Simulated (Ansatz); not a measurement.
## SnTe under changes of volume

One of the cells (31.281 Å³/atom); the others are scaled copies at fixed shape and fractional positions:

```
CELL_PARAMETERS angstrom
0.00000 3.15085 3.15085
3.15085 0.00000 3.15085
3.15085 3.15085 0.00000
ATOMIC_POSITIONS crystal
Te 0.50000 0.50000 0.50000
Sn 0.00000 0.00000 0.00000
```

```yaml
Program: Ansatz 0.2.0
Functional: RPBE
Dispersion: D4
Potentials_or_basis: Ansatz PAW
Cutoff: "420 eV (not typed: the program's choice for these potentials)"
k_mesh: 7 × 7 × 7
Occupations: fermi-dirac, width 0.05 eV
Spin: no spin polarisation
```

```tsv
volume (Å³/atom)	energy over the lowest point (meV/atom)	pressure (GPa)
29.404	10.41	2.5
30.030	?	?
30.656	0.00	0.3
31.281	0.75	-0.6
31.907	4.88	-1.5
32.532	11.99	-2.2
33.158	21.45	-2.6
```

Q: What does the run at 30.030 Å³/atom give?

A: Energy over the lowest point 3.08 meV/atom; pressure 1.3 GPa.

Worked out: A Birch-Murnaghan fit of order 3 (a polynomial in V^(-2/3)) to the other rows has its minimum at 30.82 Å³/atom with B0 = V·E''(V) = 46 GPa and B' = 5.9. It gives 2.99 meV/atom at 30.030 Å³/atom, against the run's 3.08, and -dE/dV = 1.3 GPa, against 1.3.

Energies are extrapolated to zero smearing.

Caveats: the PAW data sets come from PBE, with cores solved anew for the run's functional, which leaves a small shift of forces and pressure.
